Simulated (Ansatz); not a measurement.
# GaAs (I4/mmm) in Ansatz: notebook

Runs on GaAs. Level: PBE. Tasks: single point.

Program: Ansatz 0.2.0. These are calculated values, not measurements. Logs are shortened: lines on timing, memory, paths and dates and some standing lists are left out, and cuts for length are marked.

## 1. The crystal as given

The structure is tetragonal, space group I4/mmm (No. 139). The conventional cell has a = 3.762 Å, b = 3.762 Å, c = 6.052 Å, α = 90.00°, β = 90.00°, γ = 90.00°. Around Ga (site symmetry 4/mmm) lie 6 As at 2.66 to 3.03 Å. As (site symmetry 4/mmm) is surrounded by 6 Ga at 2.66 to 3.03 Å.

The cell was built by a generator and needn't be a form met in nature.

## 2. Single point, PBE

File input.yaml:

```yaml
crystal:
  lattice:
    - [-1.88077396, 1.88077396, 3.02585088]
    - [1.88077396, -1.88077396, 3.02585088]
    - [1.88077396, 1.88077396, -3.02585088]
  atoms:
    - { symbol: Ga, position: [0.0, 0.0, 0.0] }
    - { symbol: As, position: [0.5, 0.5, 0.0] }
kpoints:
  mp_grid: { grid: [6, 6, 6] }
scf:
  occupations: { method: fermi_dirac, width: 0.03 }
hamiltonian:
  xc: pbe
  pseudopotentials: { kind: all_electron, lapw: { basis_error: 0.002 } }
output:
  forces: true
  stress: true
  eigenvalues: true
```

Potentials or basis: all-electron LAPW, scalar-relativistic.

Started as:

```sh
> ansatz run input.yaml --threads 1 --pin off --max-ram 3072MiB --backend cpu --events-out ev --progress --plain --runs-dir out
```

The log of the run:

```text
Warning: RAYON_NUM_THREADS=1 ignored (pool sized by the plan → 1); use --threads N
LAPW: plane waves up to 7.845 Å⁻¹, error target 2.0e-3 eV per atom; small_component_spin mean_spin; Ga in spheres of 1.346 Å, 21 of its electrons in bands, Dirac shells []; As in spheres of 1.313 Å, 23 of its electrons in bands, Dirac shells [] (how accurate: hamiltonian.pseudopotentials.lapw.basis_error, Limitations)
Engine: ansatz 0.2.0, aarch64-unknown-linux-gnu
Pseudopotentials: kind: all_electron
Pseudopotential: Ga, LAPW, valence charge 21, lapw/all_electron/scalar/gaussian/Ga, Koelling and Harmon's equation, gaussian nucleus
Pseudopotential: As, LAPW, valence charge 23, lapw/all_electron/scalar/gaussian/As, Koelling and Harmon's equation, gaussian nucleus
Functional definition: PBE
  parameter kappa = 0.804
  parameter beta = 0.06672455060314922
  exchange = pbe_x(kappa = kappa, mu = beta*pi^2/3)
  correlation = pbe_c(beta = beta)
Crystal: 2 atoms, lattice volume = 42.813 Å³
Basis set: ecut = 234.46382909081152 eV, 347 PW (Γ), FFT grids on a1+a3, a2+a3, a3, exchange–correlation at level 2
Bands: 27, of which v1, the nominal top of the filled ones, is band 22 counted from 1 (21 counted from 0)
Symmetry: 16 space group operations
Space group: I4/mmm (ITA 139), of the structure as read, at distance tolerance 3.5e-5 Å
k-points: 30 of 216
Non-local potential: Ga, projectors of the file, none
Non-local potential: As, projectors of the file, none
Initial density: superposition of atomic densities (chi_scale 0.1, normalization cell, long waves kept (reshape's long-wave potential 0.00 eV rms))
Initial wavefunctions: plane waves of lowest kinetic energy (no species holds an atomic orbital)
Functional: x = pbe(κ = 0.804, μ = 0.2195149727645171), c = pbe(β = 0.06672455060314922)
iter 1 solved again at ethr=4.59e-4 eV; its pass at ethr=1.00e-1 eV (dr2=2.02e-1 eV) is discarded
SCF iter   1: F=—  HF=-114423.797862 eV  |F-HF|=—  |Δ(HF+E_count)|=         —  Δρ=1.74e-2  dr2=2.02e-1  ethr=4.59e-4  ⟨swp⟩=2.5  Hψ=5156  notcnv=0
preconditioner: auto → LDOS  [metal: Δε(μ)=0.037 eV  Ē_g=15.392 eV  σ=0.030 eV  W_gap=0.28  n_scr=14 (ndim 8)  ℏωp=24.1 eV  f_vac=0.015  D(μ)=1.26/eV (n_scr^D=10)  β→1.0]
iter 2 solved again at ethr=1.18e-5 eV; its pass at ethr=4.59e-4 eV (dr2=5.18e-3 eV) is discarded
SCF iter   2: F=—  HF=-114423.750283 eV  |F-HF|=—  |Δ(HF+E_count)|=   4.76e-2  Δρ=3.27e-3  dr2=5.19e-3  ethr=1.18e-5  ⟨swp⟩=2.0  Hψ=4193  notcnv=0
preconditioner: auto → none  [insulator: Δε(μ)=0.095 eV  Ē_g=16.189 eV  σ=0.030 eV  W_gap=0.54  n_scr=14 (ndim 8)  ℏωp=24.1 eV  f_vac=0.036  D(μ)=0.54/eV (n_scr^D=0)  ε∞_Penn≈3.2  β→0.5]
SCF iter   3: F=—  HF=-114423.722913 eV  |F-HF|=—  |Δ(HF+E_count)|=   2.74e-2  Δρ=1.60e-3  dr2=6.22e-4  ethr=1.18e-5  ⟨swp⟩=3.0  Hψ=2662  notcnv=0
SCF iter   4: F=—  HF=-114423.715275 eV  |F-HF|=—  |Δ(HF+E_count)|=   7.64e-3  Δρ=6.98e-4  dr2=1.06e-4  ethr=1.41e-6  ⟨swp⟩=3.0  Hψ=2416  notcnv=0
SCF iter   5: F=—  HF=-114423.714866 eV  |F-HF|=—  |Δ(HF+E_count)|=   4.10e-4  Δρ=1.48e-4  dr2=4.01e-6  ethr=2.42e-7  ⟨swp⟩=3.0  Hψ=2471  notcnv=0
SCF iter   6: F=—  HF=-114423.714851 eV  |F-HF|=—  |Δ(HF+E_count)|=   1.50e-5  Δρ=3.80e-5  dr2=2.75e-7  ethr=9.10e-9  ⟨swp⟩=3.0  Hψ=2471  notcnv=0
SCF iter   7: F=-114423.714852 eV  HF=-114423.714852 eV  |F-HF|=2.51e-8  |Δ(HF+E_count)|=   9.89e-7  Δρ=6.70e-6  dr2=8.87e-9  ethr=6.25e-10  ⟨swp⟩=3.0  Hψ=2472  notcnv=0
SCF 1 converged in 7 iterations: F = -114423.714852 eV  dr2 = 8.87e-9
SCF converged after 7 iterations
Free energy (F): -114423.714852 eV
Harris-Foulkes:  -114423.714852 eV  (|F-HF|=2.51e-8)
Internal energy: -114423.712893 eV  (E = F + TS)
E sigma→0 (E₀):  -114423.713872 eV
Entropy (-TS):   -0.001959 eV (-0.979 meV/atom)
Fermi energy:    10.172563 eV
--- Per-component energies (eV) ---
  E_band       = -2089.728123
  E_kinetic    = 116833.719338
  E_xc         = -4340.500454
  E_electrostatic = -226916.931777  (all electrons and nuclei)
  E_smearing   = -0.001959  (= −TS)
  E_closure    = 0.000000  (closes the sum)
  E_atoms      = -114416.203472  (free atoms, spherical and without spin; not in F)
  Σ components = -114423.714852   (vs F -114423.714852, Δ=0.00e0)
  Basis errors (estimates in eV, not in F): energy 7.5e-4 per atom: plane waves 6.9e-4 (4.0e-4 summed), levels above the bands 1.4e-116, relativity 5.1e-8, radial functions 6.4e-5, core shells 2.8e-10; eigenvalues (radial functions only) 6.7e-6; not estimated: angular momenta, meshes, grids; target (lapw.basis_error) 2.0e-3; muffin-tin radii Ga 1.346 Å, As 1.313 Å
--- Forces (eV/Å), atoms counted from 1 ---
  atom   1  Ga    -0.00000000     0.00000000    -0.00000000
  atom   2  As    -0.00000000     0.00000000     0.00000000
  max |Σ_I F_I| component: 7.64e-31 eV/Å
--- Stress (GPa, compression-positive) ---
       -1.127486       0.000000       0.000000
        0.000000      -1.127486      -0.000000
        0.000000      -0.000000      -7.920414
  P = ⅓ Tr σ = -3.3918 GPa (-33.918 kbar)
--- Band table (eV; the first three rows and the last of 30) ---
  k-point 0: bands = ["-174.8494", "-133.5355", "-118.2284", "-118.2284", "-118.2061", "-84.2903", "-84.2565", "-84.2565", "-25.2711", "-25.2652", "-25.2421", "-25.2421", "-25.2395", "-4.6652", "-4.6292", "-4.6233", "-4.6141", "-4.6141", "-2.4221", "9.3730", "9.6623", "9.6623", "10.8910", "15.0830", "16.7374", "17.8437", "17.8437"]
  k-point 1: bands = ["-174.8494", "-133.5355", "-118.2284", "-118.2284", "-118.2061", "-84.2903", "-84.2565", "-84.2565", "-25.2713", "-25.2642", "-25.2423", "-25.2418", "-25.2391", "-4.6528", "-4.6477", "-4.6186", "-4.6107", "-4.6106", "-1.9421", "6.7398", "8.7112", "10.1658", "12.9019", "14.4607", "14.9985", "15.9802", "18.1007"]
  k-point 2: bands = ["-174.8494", "-133.5355", "-118.2284", "-118.2284", "-118.2061", "-84.2903", "-84.2565", "-84.2565", "-25.2720", "-25.2621", "-25.2427", "-25.2413", "-25.2383", "-4.7300", "-4.6278", "-4.6269", "-4.6014", "-4.5827", "-0.5711", "5.2439", "7.3939", "8.7583", "8.9739", "14.3780", "16.1341", "18.4056", "19.9892"]
  k-point 29: bands = ["-174.8494", "-133.5355", "-118.2284", "-118.2284", "-118.2061", "-84.2903", "-84.2565", "-84.2565", "-25.2706", "-25.2656", "-25.2407", "-25.2407", "-25.2400", "-4.7520", "-4.6335", "-4.6220", "-4.5908", "-4.5908", "-0.5441", "5.2361", "7.3539", "8.1783", "8.1783", "14.2762", "19.5913", "19.9042", "19.9042"]
```

It took 5.2 s on 1 thread of Arm Neoverse V2, shared host; peak memory 0.27 GiB.

Results:

| Property | Result |
| --- | --- |
| Free energy | -114423.7149 eV |
| Pressure | -3.4 GPa |
| Band gap on the k mesh | none (metal or under the smearing width) |

Caveat: the k mesh is coarse (spacing up to 0.39 Å⁻¹), so the values aren't converged; the k mesh is thin for a metal, which can move the energy by tens of meV per atom.

## 3. Single point, PBE

input.yaml, as its differences from that of step 2:

```diff
@@ -11,3 +11,3 @@
 scf:
-  occupations: { method: fermi_dirac, width: 0.03 }
+  occupations: { method: fermi_dirac, width: 0.04 }
 hamiltonian:
```

Potentials or basis: all-electron LAPW, scalar-relativistic.

Started as:

```sh
> ansatz run input.yaml --threads 1 --pin off --max-ram 3072MiB --backend cpu --events-out ev --progress --plain --runs-dir out
```

Wall time 8.3 s (1 thread of Arm Neoverse V1, shared host); peak memory 0.27 GiB.

It converged, with:

```
Free energy            : -114423.7156 eV
Pressure               : -3.4 GPa
Band gap on the k mesh : none (metal or under the smearing width)
```

Stress tensor (GPa, compression positive):
```
-1.14  0.00  0.00
 0.00 -1.14  0.00
 0.00  0.00 -7.86
```

Levels at points of the mesh, in eV from the Fermi level:
```
              k point  band 18  band 19  band 20  band 21  band 22  band 23  band 24  band 25  band 26  band 27
   (0.00, 0.00, 0.00)   -14.78   -12.59    -0.79    -0.50    -0.50     0.73     4.92     6.58     7.68     7.68
  (0.00, 0.00, -0.50)   -14.73    -9.60    -5.05    -4.07    -3.29    -1.68     3.67     7.06    11.07    11.41
  (0.00, -0.50, 0.00)   -14.75   -10.66    -7.26    -0.28     0.44     1.79     3.26     3.31     3.96    11.32
(-0.50, -0.50, -0.50)   -14.75   -10.71    -4.93    -2.81    -1.98    -1.98     4.11     9.43     9.74     9.74
```

Caveat: the k mesh is coarse (spacing up to 0.39 Å⁻¹), so the values aren't converged; the k mesh is thin for a metal, which can move the energy by tens of meV per atom.
